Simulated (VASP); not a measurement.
Input of a VASP 6.6.1 run:

Contents of INCAR:

```
PREC = Accurate ; ENCUT = 600
EDIFF = 1E-6 ; ISMEAR = 0
SIGMA = 0.03 ; LREAL = False
LASPH = True ; NELM = 80
ALGO = Normal ; ISIF = 3
LWAVE = False ; LCHARG = False
METAGGA = R2SCAN ; LMIXTAU = True
IBRION = 2 ; NSW = 90
EDIFFG = -0.01
```

Contents of KPOINTS:

```
regular mesh
0
Gamma
  9 9 5
```

Contents of POSCAR:

```
ZnO
1.0
    3.2493080000      0.0000000000      0.0000000000
   -1.6246540000      2.8139832727      0.0000000000
    0.0000000000      0.0000000000      5.2057090000
Zn O
2 2
Direct
    0.3333333333      0.6666666667      0.5000000000
    0.6666666667      0.3333333333      0.0000000000
    0.6666666667      0.3333333333      0.3790100000
    0.3333333333      0.6666666667      0.8790100000
```

Potentials or basis: VASP PAW PBE potentials, release 64 (Zn, O).

The run is started by

```console
$ cat potpaw_PBE.64/Zn/POTCAR potpaw_PBE.64/O/POTCAR > POTCAR
$ mpirun -np 1 vasp_std > vasp.out
```

(1) What does it give for the relaxed cell?

(2) Estimate the band gap on the k mesh.

(3) Estimate the relaxed volume.

## Answers

(1) a = 3.241 Å, b = 3.241 Å, c = 5.217 Å, α = 90.00°, β = 90.00°, γ = 120.00°.

(2) 1.23 eV, direct.

(3) 11.87 Å³/atom.

Caveat: the PAW data sets were made with another functional, which shifts forces and pressure a little.
